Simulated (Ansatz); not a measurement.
# Sn in Ansatz: the effect of functional

The system is Sn.

```
Sn
1.0
    -2.05589    2.05589    1.68261
     2.05589   -2.05589    1.68261
     2.05589    2.05589   -1.68261
Sn
1
Direct
  0.00000 0.00000 0.00000
```

This isn't the form of Sn at room conditions, which is tetragonal (white tin).

The cell isn't the ideal one: volume scaled by 1.04.

Alike in all runs:

* Program: Ansatz 0.2.0
* Task: single point
* Potentials or basis: Ansatz PAW
* k mesh: 10 × 10 × 10
* Occupations: fermi-dirac, width 0.05 eV
* Spin: no spin polarisation

```csv
functional,cutoff,pressure (GPa)
LDA,420 eV (not typed: the program's choice for these potentials),?
PBEsol,420 eV (not typed: the program's choice for these potentials),-3.5
r2SCAN,500 eV (not typed: the program's choice for these potentials),-2.2
```

Question: What does the run with functional LDA give?

Answer: Pressure -4.7 GPa.

Caveats: the PAW data sets come from PBE, with cores solved anew for the run's functional, which leaves a small shift of forces and pressure.
